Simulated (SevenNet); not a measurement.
We consider zinc-blende AlSb, described by the machine-learned potential SevenNet-0 (trained on PBE and PBE+U data).

Energies at three volumes about the minimum:

| V (Å³/atom) | E − E_lowest (meV/atom) |
|---|---|
| 29.780 | 1.11 |
| 30.234 | 0.00 |
| 30.687 | 1.01 |

Q: Fit a parabola by hand: where is the minimum, what lattice constant follows, and what is the bulk modulus?

A: Slopes: (0.00 − 1.11)/(30.234 − 29.780) = -2.445 and (1.01 − 0.00)/(30.687 − 30.234) = 2.230 meV/Å³. Curvature E″ = 2 × (2.230 − (-2.445))/(30.687 − 29.780) = 10.309 meV/Å⁶. From the middle of the first interval, the slope vanishes at V0 = 30.0070 − (-2.445)/10.309 = 30.244 Å³/atom. B = V0 E″ = 30.244 × 10.309 meV/Å³ × 0.1602 GPa per meV/Å³ = 50.0 GPa. With 8 atoms in the cube, a = (8 × 30.244)^(1/3) = 6.231 Å. The full Birch–Murnaghan fit to all volumes gives V0 = 30.238 Å³/atom and B0 = 49.9 GPa.

Measured, for comparison: bulk modulus 58.2 GPa (temperature not stated, not corrected to a static lattice; as tabulated in Toher et al. (2017), arXiv:1611.05714); lattice constant a 6.128 Å (low temperature, thermal expansion removed or low-temperature value; zero-point expansion not removed; as tabulated in Zhang et al. (2018), doi:10.1088/1367-2630/aac7f0). Computed less measured: bulk modulus -14 %.

A machine-learned potential is trained on density-functional data: it inherits that level's misses and adds fitting errors of its own.
